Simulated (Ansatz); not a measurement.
# Se: the cost of one run

Program: Ansatz 0.2.0. Level of theory: DFT PBE, scalar-relativistic. These are calculated values, not measurements.

## (1) The system as given

Symmetry: R-3, No. 148, trigonal system. Conventional cell: a = 11.362 Å, b = 11.362 Å, c = 4.429 Å, α = 90.00°, β = 90.00°, γ = 120.00°. Se (site symmetry 1) is surrounded by 2 Se at 2.36 Å.

Structure file:

```cif
data_structure
_symmetry_space_group_name_H-M 'P 1'
_symmetry_Int_Tables_number 1
_cell_length_a 6.7239
_cell_length_b 6.7239
_cell_length_c 6.7239
_cell_angle_alpha 115.321
_cell_angle_beta 115.321
_cell_angle_gamma 115.321
_cell_volume 165.05
loop_
_atom_site_label
_atom_site_type_symbol
_atom_site_fract_x
_atom_site_fract_y
_atom_site_fract_z
_atom_site_occupancy
Se1 Se 0.28066 0.16251 0.91818 1
Se2 Se 0.91818 0.28066 0.16251 1
Se3 Se 0.16251 0.91818 0.28066 1
Se4 Se 0.71934 0.83749 0.08182 1
Se5 Se 0.08182 0.71934 0.83749 1
Se6 Se 0.83749 0.08182 0.71934 1
```

Atoms are numbered in the order of the input: Se1, Se2, Se3, Se4, Se5, Se6.

## (2) After the deformation

Space group R-3 before, R-3 after.

## (3) LAPW, all electrons

The input, input.yaml:

```yaml
crystal:
  lattice:
    - [5.6809998619, 3.2799267995, 1.4910933]
    - [-5.6809998619, 3.2799267995, 1.4910933]
    - [0.0, -6.5598535991, 1.4910933]
  atoms:
    - { symbol: Se, position: [0.28066, 0.16251, 0.91818] }
    - { symbol: Se, position: [0.91818, 0.28066, 0.16251] }
    - { symbol: Se, position: [0.16251, 0.91818, 0.28066] }
    - { symbol: Se, position: [0.71934, 0.83749, 0.08182] }
    - { symbol: Se, position: [0.08182, 0.71934, 0.83749] }
    - { symbol: Se, position: [0.83749, 0.08182, 0.71934] }
kpoints:
  mp_grid: { grid: [6, 6, 6] }
  band_path:
    path:
      - [0.0, 0.0, 0.0]
      - [0.5, 0.0, 0.0]
      - [0.5, -0.5, 0.5]
      - [0.2011119756, -0.7988880244, 0.2011119756]
      - [0.2011119756, 0.2011119756, 0.2011119756]
      - [0.0, 0.0, 0.0]
      - [0.5, -0.5, 0.0]
    npoints: 5
scf:
  occupations: { method: fermi_dirac, width: 0.01 }
hamiltonian:
  xc: pbe
  pseudopotentials: { kind: all_electron, lapw: { basis_error: 0.001 } }
output:
  forces: true
  stress: true
  eigenvalues: true
```

On the command line:

```console
ansatz run input.yaml --threads 2 --pin off --max-ram 6144MiB --backend cpu --events-out ev --progress --plain --runs-dir out
```

**Question.** How long does this run take on 2 threads of Intel Xeon 6975P-C (Granite Rapids), shared host, and how much memory does it need?

About 52 s, with a peak of 1 GiB.
